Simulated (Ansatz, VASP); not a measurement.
## WS2 in VASP and in Ansatz

```xyz
6
Lattice="3.1832 0.0000 0.0000 -1.5916 2.7567 0.0000 0.0000 0.0000 23.6688" Properties=species:S:1:pos:R:3 pbc="T T T"
W     1.5916    0.9189    8.5842
W     0.0000    1.8378   15.0845
S     1.5916    0.9189   16.6435
S     0.0000    1.8378   10.1434
S     1.5916    0.9189   13.5253
S     0.0000    1.8378    7.0253
```

Alike in both runs: task band structure; functional revPBE; k mesh 7 × 7 × 2; occupations fermi-dirac, width 0.05 eV; no spin polarisation.

|  | VASP | Ansatz |
| --- | --- | --- |
| version | VASP 6.6.1 | Ansatz 0.2.0 |
| potentials or method | VASP PAW PBE potentials, release 64 (W_sv, S) | Ansatz PAW |
| plane-wave cutoff (eV) | 520 | 420 |
| valence electrons in the cell | 52 | 52 |

Ansatz gave:

- gap on the k mesh at the Fermi level (eV): 1.68
- least direct gap on the mesh (eV): 2.41
- gap along the band path (eV): 1.48
- rms of the force components (eV/Å): 0.167

Task: Which values does VASP return?

Result: gap on the k mesh at the Fermi level (eV): 1.69; least direct gap on the mesh (eV): 2.41; gap along the band path (eV): 1.49; rms of the force components (eV/Å): 0.164.

Atom by atom the forces differ by 0.003 eV/Å (rms over components). The functional is the same, so the differences come from potentials, cutoffs and numerics.

Caveats: spin-orbit coupling is left out, which moves the levels of the heavy elements; the PAW data sets were made with another functional, which shifts forces and pressure a little (VASP); the k mesh misses the band edges, so the gap on the mesh is wider than the one along the path (Ansatz); the PAW data sets come from PBE, with cores solved anew for the run's functional, which leaves a small shift of forces and pressure (Ansatz). A hybrid or GW would open this gap; revPBE tends to underestimate it.
